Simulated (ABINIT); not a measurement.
## GaN in ABINIT: convergence with cutoff

Input of the first run (cutoff 21 Ha); the others differ in this setting and in those tied to it:

The input run.abi:

```
# Pseudopotentials
pp_dirpath "./"
pseudos "Ga.upf, N.upf"

# Structure
acell 3*1.0
rprim
     0.0000000000     4.2584989699     4.2584989699
     4.2584989699     0.0000000000     4.2584989699
     4.2584989699     4.2584989699     0.0000000000
ntypat 2
znucl 31 7
natom 2
typat 1 2
xred
     0.0000000000     0.0000000000     0.0000000000
     0.2500000000     0.2500000000     0.2500000000

# Plane-wave basis
ecut 21.0

# k points
kptopt 1
ngkpt 10 10 10
nshiftk 1
shiftk 0.0 0.0 0.0

# Exchange and correlation
ixc 7

# Bands and occupations
nband 17
occopt 7
tsmear 0.00183747

# SCF cycle
nstep 100
tolvrs 1.0e-10

# Output
iomode 3
prtwf 0
prtden 0
prteig 0
prtebands 0
```

Potentials or basis: PseudoDojo NC SR LDA v0.4 stringent.

Command:

```console
$ abinit run.abi > log 2>&1
```

The cell is a database's computed one.

Hardware: 1 thread of Arm Neoverse V1, on a shared host.

```
 cutoff  energy less the tightest run, at zero smearing (meV/atom)  pressure (GPa)  gap on the mesh (eV)  SCF cycles  CPU time (s)  peak memory (GiB)
  21 Ha                                                   98858.58        -3151.41                 0.736          10            20               0.06
26.5 Ha                                                   37816.68        -1783.94                 1.217          10            27               0.07
  32 Ha                                                   12009.29         -828.50                 1.662          11            35               0.07
  37 Ha                                                    3412.47         -332.22                 1.703          11            51               0.08
  45 Ha                                                     252.64          -47.29                 1.753          11            67               0.09
  53 Ha                                                       5.76           -8.00                 1.758          11            76                0.1
  61 Ha                                                       0.91           -6.45                 1.758          11           100               0.11
71.5 Ha                                                       0.42           -6.45                 1.758          11           130               0.13
  85 Ha                                                       0.00           -6.45                 1.758          11           180               0.15
```

Against the tightest run, the energy stays within 1 meV/atom from 61 Ha on; the pressure stays within 0.1 GPa from 61 Ha on; the gap on the mesh stays within 0.01 eV from 45 Ha on. The tightest run that finished is the yardstick and may itself not be fully converged.
